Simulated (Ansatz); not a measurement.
A crystal relaxed with r2SCAN in Ansatz has space group F-43m (No. 216) and a = 5.678 Å.

```csv
atom,site,x,y,z
Al,4a,0.0000,0.0000,0.0000
Xx,4d,0.2500,0.2500,0.7500
```

r2SCAN gives an indirect gap of 1.81 eV, from Γ to X; the least direct gap is 2.63 eV at Γ. With HSE06 the valence top lies at Γ and the conduction bottom at X, 2.09 eV higher; the smallest vertical gap, at Γ, is 2.88 eV. With PBE the valence top lies at Γ and the conduction bottom at X, 1.46 eV higher; the smallest vertical gap, at Γ, is 1.98 eV. Meshes: r2SCAN 8×8×8, HSE06 6×6×6, PBE 8×8×8. r2SCAN's ε∞ is 8.2 in all directions.

Question: Which element is Xx?
A. As
B. Sb
C. P
D. N

Answer: A. Xx is As: AlAs (started from an entry of an open crystallographic database). Around Al lie 4 As at 2.46 Å; around As lie 4 Al at 2.46 Å.

No spin polarisation and no zero-point or thermal motion.

Spin-orbit coupling is left out.

The meshes of the hybrids are coarse, so their gaps aren't converged to the digits shown.
